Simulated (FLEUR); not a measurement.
# CuO (Tenorite) (C2/c) in FLEUR: further runs

One crystal, CuO (Tenorite), is run at these levels: LDA; tasks: band structure, equation of state.

Program: FLEUR MaX-R8.1 (later development tree). These are calculated values, not measurements. Logs are shortened: lines on timing, memory, paths and dates and some standing lists are left out, and cuts for length are marked.

## 1. Starting point

The structure is monoclinic, space group C2/c (No. 15). Conventional cell: a = 4.684 Å, b = 3.423 Å, c = 5.129 Å, α = 90.00°, β = 99.54°, γ = 90.00°. Around Cu (site symmetry -1) lie 4 O at 1.95 to 1.96 Å. O (site symmetry 2) has 4 Cu at 1.95 to 1.96 Å as nearest neighbours.

## 2. Band structure, LDA

Contents of inp.xml:

```xml
<?xml version="1.0" encoding="UTF-8" standalone="no"?>
<fleurInput fleurInputVersion="0.39">
   <comment>
      CuO                                                                                                 
   </comment>
   <calculationSetup>
      <cutoffs Kmax="5.08" Gmax="15.7" GmaxXC="15.7" numbands="0"/>
      <scfLoop itmax="60" minDistance="0.00001" maxIterBroyd="15" imix="Anderson" alpha="0.05" precondParam="0.0" spinf="2.0" sdNocoIR="T"/>
      <coreElectrons ctail="T" frcor="F" kcrel="0" coretail_lmax="0"/>
      <xcFunctional name="vwn" relativisticCorrections="F"/>
      <magnetism jspins="1"/>
      <soc l_soc="F" theta="0.0" phi="0.0" spav="F"/>
      <expertModes spex="0" secvar="F"/>
      <geometryOptimization l_f="F" forcealpha="1.0" forcemix="BFGS" epsdisp="0.00001" epsforce="0.00001"/>
      <ldaU l_linMix="F" mixParam="0.05" spinf="1.0"/>
   </calculationSetup>
   <cell>
      <bzIntegration valenceElectrons="50.0" mode="hist" fermiSmearingEnergy="0.00183747">
         <kPointListSelection listName="default-1"/>
         <!-- k-points included here -->
         <xi:include xmlns:xi="http://www.w3.org/2001/XInclude" href="kpts.xml"> </xi:include>
      </bzIntegration>
      <!-- symmetry operations included here -->
[... 33 lines left out ...]
         </electronConfig>
         <energyParameters s="2" p="2" d="3" f="4"/>
         <lo type="SCLO" l="0" n="2" eDeriv="2"/>
         <lo type="SCLO" l="1" n="2" eDeriv="2"/>
         <lo type="SCLO" l="2" n="3" eDeriv="2"/>
      </species>
   </atomSpecies>
   <atomGroups>
      <atomGroup species="Copper (Cu)">
         <relPos label="                   1">1.000/2.000 .0000000000 1.000/2.000</relPos>
         <relPos label="                   2">.0000000000 1.000/2.000 .0000000000</relPos>
         <force calculate="T" relaxXYZ="TTT"/>
      </atomGroup>
      <atomGroup species="Oxygen (O)">
         <relPos label="                   3">.4184000000 -.4184000000 -1.000/4.000</relPos>
         <relPos label="                   4">-.4184000000 .4184000000 1.000/4.000</relPos>
         <force calculate="T" relaxXYZ="TTT"/>
      </atomGroup>
   </atomGroups>
   <output dos="F" band="F" slice="F">
      <checks vchk="F" cdinf="F"/>
      <bandDOS minEnergy="-.5*Htr" maxEnergy="0.5*Htr" sigma="0.015" storeEVData="T"/>
      <vacuumDOS vacdos="F" integ="F" star="F" nstars="0" locx1="0.0" locy1="0.0" locx2="0.0" locy2="0.0" nstm="0" tworkf="0.0"/>
      <unfoldingBand unfoldBand="F" supercellX="1" supercellY="1" supercellZ="1"/>
      <plotting iplot="0" polar="F">
         <plot TwoD="T" vec1="  1.0  0.0  0.0" vec2="  0.0  1.0  0.0" vec3="  0.0  0.0  1.0" zero="  0.0  0.0  0.0" file="plot"/>
      </plotting>
      <chargeDensitySlicing numkpt="0" minEigenval="0.0" maxEigenval="0.0" nnne="0" pallst="F"/>
      <specialOutput eonly="F"/>
      <moessbauerParams electricFieldGradient="T" isomerShift="T" coreHyperfine="T" valenceHyperfine="T"/>
      <magneticCircularDichroism mcd="F" energyLo="-10.0" energyUp="0.0"/>
   </output>
  <!-- We include the file relax.xml here to enable relaxations (see documentation) -->
  <xi:include xmlns:xi="http://www.w3.org/2001/XInclude" href="relax.xml"> <xi:fallback/> </xi:include>
</fleurInput>
```

Contents of crystal.txt:

```
CuO
&input cartesian=F /
2.3418500000  -1.7113000000  0.0000000000
2.3418500000  1.7113000000  0.0000000000
-0.8500274268  0.0000000000  5.0578693947
1.8897261246
1.0 1.0 1.0

4
29 0.5000000000  0.0000000000  0.5000000000
29 0.0000000000  0.5000000000  0.0000000000
8 0.4184000000  0.5816000000  0.7500000000
8 0.5816000000  0.4184000000  0.2500000000

&kpt div1=10 div2=10 div3=5 gamma=T /
```

Contents of inp.xml (bands):

```
<?xml version="1.0" encoding="UTF-8" standalone="no"?>
<fleurInput fleurInputVersion="0.39">
   <comment>
      CuO                                                                                                 
   </comment>
   <calculationSetup>
      <cutoffs Kmax="5.08" Gmax="15.7" GmaxXC="15.7" numbands="0"/>
      <scfLoop itmax="60" minDistance="0.00001" maxIterBroyd="15" imix="Anderson" alpha="0.05" precondParam="0.0" spinf="2.0" sdNocoIR="T"/>
      <coreElectrons ctail="T" frcor="F" kcrel="0" coretail_lmax="0"/>
      <xcFunctional name="vwn" relativisticCorrections="F"/>
      <magnetism jspins="1"/>
      <soc l_soc="F" theta="0.0" phi="0.0" spav="F"/>
      <expertModes spex="0" secvar="F"/>
      <geometryOptimization l_f="F" forcealpha="1.0" forcemix="BFGS" epsdisp="0.00001" epsforce="0.00001"/>
      <ldaU l_linMix="F" mixParam="0.05" spinf="1.0"/>
   </calculationSetup>
   <cell>
      <bzIntegration valenceElectrons="50.0" mode="hist" fermiSmearingEnergy="0.00183747">
         <kPointListSelection listName="path-1"/>
         <!-- k-points included here -->
         <xi:include xmlns:xi="http://www.w3.org/2001/XInclude" href="kpts.xml"> </xi:include>
      </bzIntegration>
      <!-- symmetry operations included here -->
      <xi:include xmlns:xi="http://www.w3.org/2001/XInclude" href="sym.xml"> </xi:include>
[... 32 lines left out ...]
         </electronConfig>
         <energyParameters s="2" p="2" d="3" f="4"/>
         <lo type="SCLO" l="0" n="2" eDeriv="2"/>
         <lo type="SCLO" l="1" n="2" eDeriv="2"/>
         <lo type="SCLO" l="2" n="3" eDeriv="2"/>
      </species>
   </atomSpecies>
   <atomGroups>
      <atomGroup species="Copper (Cu)">
         <relPos label="                   1">1.000/2.000 .0000000000 1.000/2.000</relPos>
         <relPos label="                   2">.0000000000 1.000/2.000 .0000000000</relPos>
         <force calculate="T" relaxXYZ="TTT"/>
      </atomGroup>
      <atomGroup species="Oxygen (O)">
         <relPos label="                   3">.4184000000 -.4184000000 -1.000/4.000</relPos>
         <relPos label="                   4">-.4184000000 .4184000000 1.000/4.000</relPos>
         <force calculate="T" relaxXYZ="TTT"/>
      </atomGroup>
   </atomGroups>
   <output dos="F" band="T" slice="F">
      <checks vchk="F" cdinf="F"/>
      <bandDOS minEnergy="-.5*Htr" maxEnergy="0.5*Htr" sigma="0.015" storeEVData="T"/>
      <vacuumDOS vacdos="F" integ="F" star="F" nstars="0" locx1="0.0" locy1="0.0" locx2="0.0" locy2="0.0" nstm="0" tworkf="0.0"/>
      <unfoldingBand unfoldBand="F" supercellX="1" supercellY="1" supercellZ="1"/>
      <plotting iplot="0" polar="F">
         <plot TwoD="T" vec1="  1.0  0.0  0.0" vec2="  0.0  1.0  0.0" vec3="  0.0  0.0  1.0" zero="  0.0  0.0  0.0" file="plot"/>
      </plotting>
      <chargeDensitySlicing numkpt="0" minEigenval="0.0" maxEigenval="0.0" nnne="0" pallst="F"/>
      <specialOutput eonly="F"/>
      <moessbauerParams electricFieldGradient="T" isomerShift="T" coreHyperfine="T" valenceHyperfine="T"/>
      <magneticCircularDichroism mcd="F" energyLo="-10.0" energyUp="0.0"/>
   </output>
  <!-- We include the file relax.xml here to enable relaxations (see documentation) -->
  <xi:include xmlns:xi="http://www.w3.org/2001/XInclude" href="relax.xml"> <xi:fallback/> </xi:include>
</fleurInput>
```

Potentials or basis: all-electron, FLAPW.

Run with:

```console
$ inpgen -f crystal.txt -profile fastHighL
$ # inp.xml edited to the form shown
$ fleur_MPI
$ fleur_MPI   # second run, on inp.xml (bands)
```

What it wrote:

```text
Welcome to FLEUR        (www.flapw.de)
      MaX-Release 8.1          (www.max-centre.eu)

 ========== k-point set info ==========
 Selected k-point list: default-1
 k-point list type: mesh
 10 x 10 x 5
 Number of k points: 141

 ------------Calculation Setup---------------------------
 Number of MPI-tasks      :            1
 Number of PE/node        :            1
 Number of OMP-threads    :            1
 Most efficient MPI parallelization for:
           1           3          47         141
 Additional eigenvalue parallelization possible
 Number of basis functions:          760
 Approximate size of matrices (H+S) per k-point:         0.009 GB
 --------------------------------------------------------
 Iteration:     1   Distance:      49.11774813 me/bohr^3
 Iteration:     2   Distance:      37.36910434 me/bohr^3
 Iteration:     3   Distance:      15.54550938 me/bohr^3
 Iteration:     4   Distance:      12.36210659 me/bohr^3
 Iteration:     5   Distance:       5.75218584 me/bohr^3
 Iteration:     6   Distance:       2.86650998 me/bohr^3
 Iteration:     7   Distance:       1.06892290 me/bohr^3
 Iteration:     8   Distance:       0.10544120 me/bohr^3
 Iteration:     9   Distance:       0.08586195 me/bohr^3
 Iteration:    10   Distance:       0.00798556 me/bohr^3
 Iteration:    11   Distance:       0.00663530 me/bohr^3
 Iteration:    12   Distance:       0.00129051 me/bohr^3
 Iteration:    13   Distance:       0.00092627 me/bohr^3
 Iteration:    14   Distance:       0.00010725 me/bohr^3
 Iteration:    15   Distance:       0.00001087 me/bohr^3
 Iteration:    16   Distance:       0.00000983 me/bohr^3

 ********************************************************************
 Run finished successfully
 Stop message:
   all done
 ********************************************************************
```

output (bands):

```text
Welcome to FLEUR        (www.flapw.de)
      MaX-Release 8.1          (www.max-centre.eu)

 ========== k-point set info ==========
 Selected k-point list: path-1
 k-point list type: path
 Number of k points: 60

 ------------Calculation Setup---------------------------
 Number of MPI-tasks      :            1
 Number of PE/node        :            1
 Number of OMP-threads    :            1
 Most efficient MPI parallelization for:
           1           2           3           4           5           6          10          12          15          20          30          60
 Additional eigenvalue parallelization possible
 Number of basis functions:          761
 Approximate size of matrices (H+S) per k-point:         0.009 GB
 --------------------------------------------------------
 Fermi energy correction for metals:
 Fermi energy in bands.* files may not be consistent with last density.
 Please correct it manually (e.g. in band.gnu file).

 Note: Band structure data (together with different weights) is also stored in the banddos.hdf file.
       A convenient way of extracting and plotting the data from that file is by making use of the

 ********************************************************************
 Run finished successfully
 Stop message:
   Charge density postprocessing done.
 ********************************************************************
```

out.xml (last iteration):

```text
<iteration numberForCurrentRun="   16" overallNumber="   16">
         <energyParameters units="Htr">
            <atomicEP atomType="1" spin="1" branch="4s" branchLowest="-3.83" branchHighest="2.62" value="0.0355174459"/>
            <atomicEP atomType="1" spin="1" branch="4p" branchLowest="-2.26" branchHighest="3.36" value="0.1753714524"/>
            <atomicEP atomType="1" spin="1" branch="3d" branchLowest="-9.99" branchHighest="0.34" value="0.1472651820"/>
            <atomicEP atomType="1" spin="1" branch="4f" branchLowest="-9.99" branchHighest="4.72" value="0.4954099129"/>
            <loAtomicEP atomType="1" spin="1" branch="3s" branchLowest="-38.62" branchHighest="-3.83" value="-3.8440714900"/>
            <loAtomicEP atomType="1" spin="1" branch="3p" branchLowest="-33.32" branchHighest="-2.26" value="-2.2953698621"/>
            <loAtomicEP atomType="1" spin="1" branch="3p" branchLowest="-33.32" branchHighest="-2.26" value="-2.2953698621"/>
            <loAtomicEP atomType="1" spin="1" branch="3d" branchLowest="-9.99" branchHighest="0.34" value="0.1442693837"/>
            <loAtomicEP atomType="1" spin="1" branch="4f" branchLowest="-9.99" branchHighest="4.72" value="0.4954129179"/>
            <atomicEP atomType="2" spin="1" branch="2s" branchLowest="-18.21" branchHighest="0.63" value="-0.4594984531"/>
            <atomicEP atomType="2" spin="1" branch="2p" branchLowest="-9.99" branchHighest="1.03" value="-0.0066735919"/>
            <atomicEP atomType="2" spin="1" branch="3d" branchLowest="-9.99" branchHighest="5.47" value="0.2899241736"/>
            <atomicEP atomType="2" spin="1" branch="4f" branchLowest="-9.99" branchHighest="9.52" value="0.4501781497"/>
            <loAtomicEP atomType="2" spin="1" branch="2s" branchLowest="-18.21" branchHighest="0.63" value="-0.4594984531"/>
            <loAtomicEP atomType="2" spin="1" branch="2p" branchLowest="-9.99" branchHighest="1.03" value="-0.0068733763"/>
            <loAtomicEP atomType="2" spin="1" branch="3d" branchLowest="-9.99" branchHighest="5.47" value="0.2899253480"/>
         </energyParameters>
         <eigenvalues>
            <eigenvaluesAt spin="1" ikpt="1" k_x="0.00000000" k_y="0.00000000" k_z="0.00000000">
                      -3.8440740196       -3.8440478375       -2.2996868760       -2.2996788426       -2.2984630376
                      -2.2981355014       -2.2838612083       -2.2838421390       -0.4615354304       -0.4100924896
                      -0.0415893555        0.0552143190        0.0702753043        0.1391706833        0.1475494244
                       0.1477644794        0.1480829900        0.1525533594        0.1632247751        0.1657969512
                       0.1742006039        0.1807311536        0.1827911670        0.2018231954        0.2701532518
                       0.2967975442        0.3243736718        0.4795660165        0.5572438702        0.7452838979
                       0.8333389418        0.8574661311        0.8719901071        0.8793790369        0.9184796229
                       0.9397047789        1.0122739133        1.0430618545        1.0455049678
            </eigenvaluesAt>
            <eigenvaluesAt spin="1" ikpt="2" k_x="0.00000000" k_y="0.00000000" k_z="0.20000000">
                      -3.8440715004       -3.8440504128       -2.2996858062       -2.2996794087       -2.2984326097
                      -2.2981669657       -2.2838601975       -2.2838443364       -0.4574275798       -0.4160751688
                      -0.0272657088        0.0581979553        0.0713367114        0.1174521009        0.1272349734
                       0.1297197455        0.1530797472        0.1598460452        0.1696243727        0.1706102496
[... 44 lines left out ...]
            <state n="1" l="0" j="0.5" energy="-18.2135720113" weight="1.0000000000"/>
         </coreStates>
         <allElectronCharges>
            <spinDependentCharge spin="1" total="74.0000000" interstitial="6.3168572" mtSpheres="67.6831428"/>
            <totalCharge value="73.9999999993"/>
         </allElectronCharges>
         <moessbauerParams unitsHFF="kG" unitsIS="e/bohr^3" unitsEFG="Htr/bohr^2">
            <coreIsomerShift atomType="1" isTotal="21894.45564">
               <shell n="1" l="0" isomerShift="19939.47152"/>
               <shell n="2" l="0" isomerShift="1941.31834"/>
               <shell n="2" l="1" isomerShift="13.66578"/>
            </coreIsomerShift>
            <coreIsomerShift atomType="2" isTotal="300.50847">
               <shell n="1" l="0" isomerShift="300.50847"/>
            </coreIsomerShift>
            <isomerShift atomType="1" nucleusRadius="0.0000943" averageDensity="22189.14556"/>
            <isomerShift atomType="2" nucleusRadius="0.0000595" averageDensity="315.94515"/>
            <electricFieldGradient atomType="1" VXX="0.07493" VYY="0.09336" VZZ="-0.16829" asymParam="0.10948">
            </electricFieldGradient>
            <electricFieldGradient atomType="2" VXX="-0.04607" VYY="-0.25105" VZZ="0.29712" asymParam="0.68986">
            </electricFieldGradient>
         </moessbauerParams>
         <totalEnergy                                    value="    -3454.5528804715" units="Htr">
            <sumOfEigenvalues                            value="    -1964.4584060177">
               <coreElectrons value="-1924.0040852572"/>
               <valenceElectrons value="-40.4543207605"/>
            </sumOfEigenvalues>
            <densityCoulombPotentialIntegral value="-5280.1207510742"/>
            <densityEffectivePotentialIntegral value="-5473.5264104720"/>
            <chargeDenXCDenIntegral value="-146.1469517029"/>
            <FockExchangeEnergyValence value="0.0000000000"/>
            <FockExchangeEnergyCore value="0.0000000000"/>
            <atomTypeDependentContributions atomType="1">
               <electronNucleiInteractionDifferentMTs value="3963.1144305401"/>
               <MadelungTerm value="-32.5620850025"/>
            </atomTypeDependentContributions>
            <atomTypeDependentContributions atomType="2">
               <electronNucleiInteractionDifferentMTs value="173.2395832853"/>
               <MadelungTerm value="-8.4974588578"/>
            </atomTypeDependentContributions>
            <tkbTimesEntropy value="0.0007078773"/>
            <freeEnergy value="-3454.5535883487"/>
            <extrapolationTo0K value="-3454.5532344101"/>
         </totalEnergy>
         <densityConvergence units="me/bohr^3">
            <chargeDensity spin="1" distance="0.0000098253"/>
         </densityConvergence>
      </iteration>
```

Wall time 15 min (1 thread of Intel Xeon at 2.50GHz (Skylake/Cascade Lake), shared host); peak memory 0.11 GiB.

Results:

```
Free energy                                           : -94003.1920 eV
Band gap along the path                               : none (metal or under the smearing width)
Valence electrons inside the program's atomic spheres : Cu 17.14; O 4.70 (radii Cu 1.93, O 1.48 bohr)
```

Levels at the corners of the path, in eV from the Fermi level:
```csv
point,band 21,band 22,band 23,band 24,band 25,band 26,band 27,band 28,band 29,band 30
Γ,-2.39,-2.21,-2.16,-1.64,0.22,0.95,1.70,5.92,8.03,13.15
Y,-2.13,-2.12,-1.67,-1.20,-0.65,1.07,3.21,6.90,8.36,9.86
F,-1.89,-1.83,-1.33,-1.32,-0.66,0.18,4.11,6.01,8.53,9.35
L,-1.64,-1.64,-1.29,-1.29,-0.43,-0.43,5.08,5.08,8.84,8.84
I,-1.79,-1.79,-1.48,-1.48,-0.29,-0.29,5.72,5.72,8.93,8.93
I1,-1.79,-1.79,-1.48,-1.48,-0.29,-0.29,5.72,5.72,8.93,8.93
Z,-2.21,-2.21,-1.50,-1.50,0.24,0.24,3.89,3.89,11.52,11.52
F1,-1.89,-1.83,-1.33,-1.32,-0.66,0.18,4.11,6.01,8.53,9.35
Y,-2.13,-2.12,-1.67,-1.20,-0.65,1.07,3.21,6.90,8.36,9.86
X1,-2.07,-1.99,-1.39,-1.34,-1.30,0.89,4.75,7.04,7.50,9.72
X,-2.07,-1.99,-1.39,-1.34,-1.30,0.89,4.75,7.04,7.50,9.72
Γ,-2.39,-2.21,-2.16,-1.64,0.22,0.95,1.70,5.92,8.03,13.15
N,-2.02,-1.58,-1.50,-1.40,0.00,0.25,4.70,6.18,6.85,10.95
M,-2.18,-2.13,-1.73,-1.59,-0.08,0.75,4.99,6.40,7.91,8.43
Γ,-2.39,-2.21,-2.16,-1.64,0.22,0.95,1.70,5.92,8.03,13.15
```

Core levels (eV from the Fermi level):
```tsv
atom	levels
1 Cu	1s1/2 -8828.8, 2s1/2 -1057.9, 2p1/2 -927.7, 2p3/2 -907.2
2 Cu	1s1/2 -8828.8, 2s1/2 -1057.9, 2p1/2 -927.7, 2p3/2 -907.2
3 O	1s1/2 -502.7
4 O	1s1/2 -502.7
```

Caveat: the run has no spin polarisation, though such a crystal can be magnetic; semilocal functionals often make such compounds metallic where correlation or magnetic order opens a gap, which also shifts bond lengths.

(Continued in part 2 of 2.)
